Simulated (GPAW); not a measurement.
The system is Sb.

```xyz
2
Lattice="2.1542 1.2437 3.7580 -2.1542 1.2437 3.7580 0.0000 -2.4875 3.7580" Properties=species:S:1:pos:R:3 pbc="T T T"
Sb    0.0000    0.0000    8.6416
Sb    0.0000    0.0000    2.6324
```

| Item | Value |
| --- | --- |
| Program | GPAW 26.7.0 |
| Task | relaxation of cell and atoms |
| Functional | PBE |
| Potentials or basis | GPAW PAW data sets (gpaw-data 1.2.1) |
| Cutoff | 600 eV |
| Basis | pw |
| k mesh | 5 × 5 × 5 |
| Occupations | fermi-dirac, width 0.05 eV |
| Spin | no spin polarisation |

At the start: pressure 2.3 GPa; volume 30.21 Å³/atom.

Q: Where does the relaxation end?

A: Over 10 steps the energy falls by 11.0 meV/atom and the volume is 31.66 Å³/atom (+4.8 %); space group R-3m (No. 166, to 0.05 Å).

The path:
```
step  energy change (eV)  largest force (eV/Å)  pressure (GPa)  volume (Å³)
   1              0.0000                0.0213            2.31        60.41
   2             -0.0076                0.0258            1.72        60.98
   3             -0.0190                0.1408            0.07        62.80
   4             -0.0198                0.1323           -0.05        63.01
   5             -0.0216                0.0634           -0.20        63.45
   6             -0.0219                0.0195           -0.10        63.44
   7             -0.0220                0.0024            0.00        63.35
   8             -0.0220                0.0008            0.02        63.33
   9             -0.0220                0.0007            0.05        63.31
  10             -0.0220                0.0015            0.06        63.32
```

Final structure:
```xyz
2
Lattice="2.1941 1.2668 3.7972 -2.1941 1.2668 3.7972 0.0000 -2.5335 3.7972" Properties=species:S:1:pos:R:3 pbc="T T T"
Sb    0.0000    0.0000    8.7513
Sb    0.0000    0.0000    2.6402
```

Caveat: later steps reuse the first step's grids.
